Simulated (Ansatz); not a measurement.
Task: a phonon calculation by linear response of AlN, space group Fm-3m, with Ansatz's Python interface. Give the script and its output. Level of theory: PBEsol, PAW, the default cutoff (420 eV here), 8×8×8 k-points, fixed occupations.

```yaml
crystal:
  lattice:
    - [0.00000, 1.96900, 1.96900]
    - [1.96900, 0.00000, 1.96900]
    - [1.96900, 1.96900, 0.00000]
  atoms:
    - { symbol: Al, position: [0.00000, 0.00000, 0.00000] }
    - { symbol: N, position: [0.50000, 0.50000, 0.50000] }
```

`aln.py`:
```python
from pathlib import Path

import ansatz as az
import numpy as np


def main() -> None:
    aln = (
        az.Lattice.of((0.0, 1.969, 1.969), (1.969, 0.0, 1.969), (1.969, 1.969, 0.0))
        .atom("Al", (0.0, 0.0, 0.0))
        .atom("N", (0.5, 0.5, 0.5))
    )

    calc = (
        aln.calculation()
        .functional("PBEsol")
        .occupations("fixed")
        .scf(tolerance=1e-09)
        .kpoints(8, 8, 8)
        .phonons("dfpt", dielectric=True, lo_to_directions=[(1, 1, 1)])
    )
    out = calc.run(runs_dir="runs")
    ph = out.phonons

    print("Gamma modes (1/cm):", " ".join(f"{w:.1f}" for w in ph.gamma_omega_inv_cm))
    print("in meV:", " ".join(f"{w * 0.1239842:.2f}" for w in ph.gamma_omega_inv_cm))
    field = out.phonons_dielectric
    print("eps_inf diagonal:", np.round(np.diag(field.eps_inf), 3))
    for site, z in zip(out.lattice.sites, field.zstar_e):
        print(f"Born charge {site.symbol:2s}", np.round(np.diag(z), 3) + 0.0)
    rows = (Path(out.output_folder) / "results" / "optical_modes.tsv").read_text().splitlines()
    for line in rows:
        if not line.startswith("#"):
            print("  ".join(f"{float(v):.3f}" for v in line.split()[:8]))


if __name__ == "__main__":
    main()
```

```console
$ python aln.py
DeckWarning: basis.ecutwfc = 420 eV, auto-derived from the records' recommended cutoffs: set by Al (normal level)
DeckWarning: phonons.dielectric: true without phonons.rigid_motions: the static dielectric tensor ε⁰ will be withheld (ε∞, Z* and the rows of modes are given); for a crystal or a slab, whose only rigid motions are the translations, set phonons.rigid_motions: translations
Gamma modes (1/cm): 0.0 0.0 0.0 561.1 561.1 561.1
in meV: 0.00 0.00 0.00 69.56 69.56 69.56
eps_inf diagonal: [4.938 4.938 4.938]
Born charge Al [2.904 2.904 2.904]
Born charge N  [-2.904 -2.904 -2.904]
0.000  0.000  0.000  561.072  3.000  63.310  0.915  0.000
0.577  0.577  0.577  561.072  2.000  42.207  0.610  -0.305
0.577  0.577  0.577  954.906  1.000  21.103  0.305  0.305
```
(Warnings from the package without file and line.)

The cell isn't relaxed first, so the values belong to this volume. This is a high-temperature or high-pressure form, not the ambient phase. The structure is a deposited one; some such entries were measured under pressure or heat, so a shift against it needn't be the functional's error alone. The structure is taken as given; imaginary modes can come from an unrelaxed or unstable start. Finished in 10 s on 1 thread of Arm Neoverse V2, on a shared host, peak memory 0.41 GiB.
